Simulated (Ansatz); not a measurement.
# Sb (Antimony): properties at the relaxed cell

One table from this session's results is given with a row withheld; the runs are named, their logs left out.

Computed with Ansatz 0.2.0 (DFT PBE+D3(BJ), scalar-relativistic, plane waves, PAW, unless a step's input says otherwise).

### The system as given

The structure is trigonal, space group R-3m (No. 166). The conventional cell has a = 4.323 Å, b = 4.323 Å, c = 11.039 Å, α = 90.00°, β = 90.00°, γ = 120.00°. Around Sb (site symmetry 3m) lie 6 Sb at 2.93 to 3.29 Å.

Structure file:

```cif
data_structure
_symmetry_space_group_name_H-M 'P 1'
_symmetry_Int_Tables_number 1
_cell_length_a 4.4464
_cell_length_b 4.4464
_cell_length_c 4.4464
_cell_angle_alpha 58.176
_cell_angle_beta 58.176
_cell_angle_gamma 58.176
_cell_volume 59.56
loop_
_atom_site_label
_atom_site_type_symbol
_atom_site_fract_x
_atom_site_fract_y
_atom_site_fract_z
_atom_site_occupancy
Sb1 Sb 0.23615 0.23615 0.23615 1
Sb2 Sb 0.76385 0.76385 0.76385 1
```

It is the result of an earlier relaxation at this level (volume 29.78 Å³/atom; gap on the mesh: none (metal)).

The first run:

input.yaml

```yaml
crystal:
  lattice:
    - [2.1542, 1.2437279499, 3.758]
    - [-2.1542, 1.2437279499, 3.758]
    - [0.0, -2.4874558998, 3.758]
  atoms:
    - { symbol: Sb, position: [0.23349, 0.23349, 0.23349] }
    - { symbol: Sb, position: [0.76651, 0.76651, 0.76651] }
basis:
  ecutwfc: 420
kpoints:
  mp_grid: { grid: [12, 12, 12] }
hamiltonian:
  xc: pbe
  dispersion: d3bj
scf:
  occupations: { method: gaussian, width: 0.1 }
output:
  forces: true
  stress: true
  eigenvalues: true
  populations: true
```

Run with:

```
ansatz run input.yaml --threads 1 --pin off --max-ram 2560MiB --backend cpu --events-out ev --progress --plain --runs-dir out
```

Among the steps run: The cell as listed, for comparison; The listed cell with its atoms relaxed; The cell scaled to 0.97 of its volume; Volume × 1.03; Volume × 0.94; The cell scaled to 1.06 of its volume; Point at V/V0 = 0.91; The cell scaled to 1.10 of its volume; The cell scaled to 0.88 of its volume.

One of the session's tables, all rows but one given; the rest of the session is left out.

It belongs to the step «Equation of state». 

```
volume (Å³/atom)  energy above the lowest point (meV/atom)  pressure (GPa)
          26.206                                      75.7            7.06
          27.100                                         ?               ?
          27.993                                      16.8            3.12
          28.887                                       4.0            1.43
          29.780                                       0.0            0.01
          30.673                                       3.4           -1.21
          31.567                                      12.7           -2.15
          32.758                                      32.1           -3.01
```

Q: Estimate the row for volume (Å³/atom) = 27.100 from the others.

Worked estimate for «energy above the lowest point (meV/atom)». A straight line through the neighbours (26.206, 75.7) and (27.993, 16.8) gives 75.7 + (16.8 − 75.7) × (27.100 − 26.206) / (27.993 − 26.206) = 46.2; a parabola fitted to 3 rows on both sides gives 40.7.

The run gave: energy above the lowest point (meV/atom): 40.0; pressure (GPa): 5.22. In «energy above the lowest point (meV/atom)» the line misses by +6.2 and the parabola by +0.7.

To keep in mind: Warnings in the runs' records: stress scf threshold loose.
